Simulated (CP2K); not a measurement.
Crystal: KI.

```
CELL_PARAMETERS angstrom
4.99610 0.00000 0.00000
2.49805 4.32675 0.00000
2.49805 1.44225 4.07930
ATOMIC_POSITIONS crystal
I 0.50000 0.50000 0.50000
K 0.00000 0.00000 0.00000
```

Base run:

- Program: CP2K 2026.2
- Functional: PBE
- Potentials or basis: POTENTIAL_UZH I GTH-PBE-q7, K GTH-PBE-q9; TZV2P-MOLOPT-PBE-GTH basis
- Density cutoff: 6803 eV
- k mesh: 7 × 7 × 7
- Occupations: fermi-dirac, width 0.05 eV
- Spin: no spin polarisation

Its results: band gap on the k mesh 3.96 eV, direct; pressure 0.6 GPa.

**Question.** The run is repeated on the same cell with these changes: potentials or basis from POTENTIAL_UZH I GTH-PBE-q7, K GTH-PBE-q9; TZV2P-MOLOPT-PBE-GTH basis to POTENTIAL_UZH I GTH-PBE-q7, K GTH-PBE-q9; DZVP-MOLOPT-PBE-GTH basis; basis sets from I TZV2P-MOLOPT-PBE-GTH-q7, K TZV2P-MOLOPT-PBE-GTH-q9 to I DZVP-MOLOPT-PBE-GTH-q7, K DZVP-MOLOPT-PBE-GTH-q9. What comes out?

**Answer.** Band gap on the k mesh 3.83 eV, direct; pressure 0.5 GPa.

Caveats: spin-orbit coupling is left out, which moves the levels of the heavy elements; an odd mesh through Γ misses points on the zone boundary, where band edges often lie; the basis of atomic orbitals isn't converged, which shifts pressures, moduli and gaps.
